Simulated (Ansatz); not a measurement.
ZnS: energy along a strain

ZnS, F-43m, a = 5.409 Å (as given, not relaxed at this level: 1.4 GPa). The compound has several low-lying forms, and this is one of them. Ansatz: PBE, PAW, 420 eV, Γ-centred 10×10×10 mesh on 2 atoms, Gaussian smearing 0.05 eV; no spin polarisation. Cell vectors (Å): 0.000 2.705 2.705; 2.705 0.000 2.705; 2.705 2.705 0.000. The cell is strained by x per cent times the pattern (1 0 0 0 0 0) in the order xx yy zz yz xz xy (engineering shears), with fractional coordinates held. y is the free energy over the start, V0 = 19.785 Å³/atom. Points with a strain past 8.5 % were computed too (3) and aren't used here.

| x (%) | y (meV/atom) |
| --- | --- |
| -7.50 | 50.37 |
| -5.00 | 24.91 |
| -2.50 | ? |
| 0.00 | 0.00 |
| 2.50 | -0.36 |
| 5.00 | 6.74 |
| 7.50 | 20.87 |

**Question.** Fit y = c1 x + c2 x² + c3 x³ to the other rows, get the stiffness along the pattern, and predict the missing energy.

**Answer.** Least squares on the rows shown. y = −1.6972 x + 0.63320 x² − 0.0047904 x³. The clamped-ion stiffness p·C·p = 2 × 6.332 eV × 160.2 / 19.785 Å³ = 103 GPa, which is C11 in these axes (second derivative at the start, which stands under stress). At x = -2.50 the fit asked for gives 8.28 meV/atom. The run gave 8.27 meV/atom, so the fit is 0.01 meV/atom too high, a small miss on the scale of the series.